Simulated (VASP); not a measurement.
Crystal: CdO (Monteponite).

```
Cd O
1.0
     0.00000    2.34950    2.34950
     2.34950    0.00000    2.34950
     2.34950    2.34950    0.00000
Cd O
1 1
Direct
  0.00000 0.00000 0.00000
  0.50000 0.50000 0.50000
```

```yaml
Program: VASP 6.6.1
Task: relaxation of cell and atoms
Functional: BLYP
Dispersion: D3
Potentials_or_basis: VASP PAW PBE potentials, release 64 (Cd, O)
Cutoff: 600 eV
k_mesh: 10 × 10 × 10
Occupations: fermi-dirac, width 0.05 eV
Spin: no spin polarisation
```

At the start: pressure 9.9 GPa; volume 12.97 Å³/atom.

Q: Where does the relaxation end?

A: Over 3 steps the energy falls by 30.2 meV/atom and the volume is 14.02 Å³/atom (+8.1 %); space group Fm-3m (No. 225, to 0.05 Å).

The path:
```
step  energy change (eV)  largest force (eV/Å)  pressure (GPa)  volume (Å³)
   1              0.0000                0.0000            9.92        25.94
   2             -0.0489                0.0000           -3.46        29.07
   3             -0.0603                0.0000            0.00        28.04
```

Final structure:
```xyz
2
Lattice="0.0000 2.4113 2.4113 2.4113 0.0000 2.4113 2.4113 2.4113 0.0000" Properties=species:S:1:pos:R:3 pbc="T T T"
Cd    0.0000    0.0000    0.0000
O     2.4113    2.4113    2.4113
```

Caveat: the PAW data sets were made with another functional, which shifts forces and pressure a little; pairwise dispersion overbinds metals, which lowers pressure and volume.
